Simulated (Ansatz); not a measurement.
# CdS: the cost of one run

Method: DFT r2SCAN, scalar-relativistic, plane waves, PAW, in Ansatz 0.2.0.

9 further runs of the same task are left out: 9 set aside as unsound or not needed.

## Step 1: The structure to begin with

It takes space group Fm-3m (No. 225, cubic). The conventional cell has a = 5.454 Å, b = 5.454 Å, c = 5.454 Å, α = 90.00°, β = 90.00°, γ = 90.00°. Around Cd (site symmetry m-3m) lie 6 S at 2.73 Å. S (site symmetry m-3m) is surrounded by 6 Cd at 2.73 Å.

Coordinates:

```xyz
2
Lattice="0.0000 2.7269 2.7269 2.7269 0.0000 2.7269 2.7269 2.7269 0.0000" Properties=species:S:1:pos:R:3 pbc="T T T"
Cd    0.0000    0.0000    0.0000
S     2.7269    2.7269    2.7269
```

It goes back to an entry of the Materials Project, which need not be the stable form.

This cell was relaxed beforehand with the same method: volume 20.28 Å³/atom, gap on the mesh 0.75 eV.

## Step 2: Plan of the line

The energy is mapped over a normal mode and a strain (zone-centre modes of the cell shown) (x along [1 0 0], y along [0 1 0], z along [0 0 1] of the conventional cell).

- amplitude of mode 4 (139 cm⁻¹), largest displacement in the unstrained cell: 11 values from −0.203 to 0.203 Å
- equal normal strain along x, y and z: 7 values from −2.50 to 2.50 %

Nothing else is relaxed (the pattern is fixed in fractional coordinates). Energies count from the relaxed high-symmetry cell. Points are written as (first, second).

The modes come from a phonon run on the reference cell, made beforehand.

The patterns, per unit of each coordinate (Å):

| atom | x1 | y1 | z1 |
| --- | --- | --- | --- |
| Cd1 | -0.285 | 0.000 | 0.000 |
| S2 | 1.000 | 0.000 | 0.000 |

## Step 3: Grid point (−0.081 Å, −2.50 %)

Contents of input.yaml:

```yaml
crystal:
  lattice:
    - [0.0, 2.6587335697, 2.6587335697]
    - [2.6587335697, 0.0, 2.6587335697]
    - [2.6587335697, 2.6587335697, 0.0]
  atoms:
    - { symbol: Cd, position: [-0.0042461853, 0.0042461853, 0.0042461853] }
    - { symbol: S, position: [0.5148886675, 0.4851113325, 0.4851113325] }
basis:
  ecutwfc: 500
kpoints:
  mp_grid: { grid: [8, 8, 8] }
hamiltonian:
  xc: r2scan
scf:
  occupations: { method: gaussian, width: 0.05 }
output:
  forces: true
  stress: true
  eigenvalues: true
```

On the command line:

```
$ ansatz run input.yaml --threads 1 --pin off --max-ram 2048MiB --backend cpu --events-out ev --progress --plain --runs-dir out
```

What time and memory should one allow on 1 thread of Intel Xeon Platinum 8488C (Sapphire Rapids), shared host?

About 8.3 s, with a peak of 0.55 GiB.
